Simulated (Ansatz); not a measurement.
ZnO: O vacancy

All numbers below come from DFT PBE, scalar-relativistic, plane waves, PAW (Ansatz). (420 eV cutoff, 2×2×2 k-mesh, Gaussian smearing of 0.01 eV, collinear spin in charge +1 alone)

Host crystal, relaxed:

```xyz
4
Lattice="3.2794 0.0000 0.0000 -1.6397 2.8400 0.0000 0.0000 0.0000 5.2932" Properties=species:S:1:pos:R:3 pbc="T T T"
Zn    1.6397    0.9467    2.6498
Zn    0.0000    1.8934    0.0032
O     1.6397    0.9467    4.6565
O     0.0000    1.8934    2.0099
```

Supercell of 48 atoms, rows in host cell vectors: -2 -2 1; 2 0 1; 0 2 1. Atoms relax at the host's cell, keeping the symmetry that the supercell leaves at the site. The cell is small, so energies carry finite-size errors of tenths of an eV. The host's Kohn–Sham gap is 0.74 eV. Atoms are taken from and returned to the elements' standard states. Charged cells are corrected for image charges with the computed static dielectric tensor (mean 10.9) and aligned with the host's potential at far atoms (alignment terms reach 0.48 eV). No band-filling term is added, and the Fermi level counts from the host's valence band top.

Defect: O vacancy at (0.667, 0.333, 0.880) of the host cell.

Problem. What is the formation energy of the neutral defect?

Solution. 3.64 eV.

Problem. Does the neutral defect carry a moment, and how do its surroundings relax?

Solution. The neutral run had no spin polarisation, so a moment wasn't tested. The nearest neighbours before are 3 Zn at 2.00 Å, 1 Zn at 2.01 Å; after relaxation the atoms near the site are 3 Zn at 1.80 Å, 1 Zn at 1.81 Å; the largest move is 0.19 Å.

Problem. Charges +2, +1, 0 were computed. Which is stable where in the gap?

Solution. Among the charges computed the stable one is +2 at the valence band top, changing to 0 at 0.73 eV. In charge +1 the cell has partly filled bands: a level of the defect may be part filled, the carrier may sit in the host's bands, or levels may cross between the k points, so transitions that involve it are doubtful. Levels between neighbouring charges: (+2/+1) 0.91 eV, (+1/0) 0.55 eV.